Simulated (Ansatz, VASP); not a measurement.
Given: the input of a run of Ansatz 0.2.0 on BaTiO3. 

Contents of input.yaml:

```yaml
crystal:
  lattice:
    - [3.9998, 0.0, 0.0]
    - [0.0, 3.9998, 0.0]
    - [0.0, 0.0, 4.018]
  atoms:
    - { symbol: Ba, position: [0.0, 0.0, 0.0] }
    - { symbol: Ti, position: [0.5, 0.5, 0.49] }
    - { symbol: O, position: [0.0, 0.5, 0.517] }
    - { symbol: O, position: [0.5, 0.0, 0.517] }
    - { symbol: O, position: [0.5, 0.5, 0.019] }
hamiltonian:
  xc: pbe
  pseudopotentials: { kind: paw }
kpoints:
  mp_grid: { grid: [7, 7, 7] }
scf:
  occupations: { method: gaussian, width: 0.012 }
output:
  forces: true
  stress: true
  eigenvalues: true
```

Potentials or basis: Ansatz PAW.

The run is started by

```console
$ ansatz run input.yaml --threads 2 --pin off --max-ram 5632MiB --backend cpu --events-out ev --progress --plain --runs-dir out
```

Problem. What does the same run look like in VASP 6.6.1? Potentials or basis there: PBE PAW files Ba_sv, O, Ti_sv, 520 eV.

Solution. As run (cutoffs and basis follow the program's own potentials, and thresholds, step limits or extra output files can differ):

File INCAR:

```
SYSTEM = BaTiO3
  PREC = Accurate
  ENCUT = 520
  EDIFF = 1E-6
  ISMEAR = 0
  SIGMA = 0.012
  LREAL = .False.
  LASPH = .True.
  NELM = 60
  ALGO = Normal
  ISIF = 2
  LWAVE = .False.
  LCHARG = .False.
  GGA = PE
  NBANDS = 28
```

File KPOINTS:

```
Automatic mesh
0
Gamma
  7 7 7
  0 0 0
```

Contents of POSCAR:

```
BaTiO3
1.0
    3.9998000000      0.0000000000      0.0000000000
    0.0000000000      3.9998000000      0.0000000000
    0.0000000000      0.0000000000      4.0180000000
Ba Ti O
1 1 3
Direct
    0.0000000000      0.0000000000      0.0000000000
    0.5000000000      0.5000000000      0.4900000000
    0.0000000000      0.5000000000      0.5170000000
    0.5000000000      0.0000000000      0.5170000000
    0.5000000000      0.5000000000      0.0190000000
```

Potentials or basis: VASP PAW PBE potentials, release 64 (Ba_sv, Ti_sv, O).

Run with:

```sh
$ cat potpaw_PBE.64/Ba_sv/POTCAR potpaw_PBE.64/Ti_sv/POTCAR potpaw_PBE.64/O/POTCAR > POTCAR
$ mpirun -np 1 vasp_std > vasp.out
```

Both were run:

|  | Ansatz | VASP |
| --- | --- | --- |
| Pressure | 2.4 GPa | 4.2 GPa |
| Largest force | 0.311 eV/Å | 0.274 eV/Å |

Ansatz's pressure holds a Pulay term of +0.54 GPa for its cutoff of 420 eV, which the other run lacks.

Where Ansatz's input types no cutoff or centring, it takes its own default and a Γ-centred mesh.

Pressure is positive in compression.
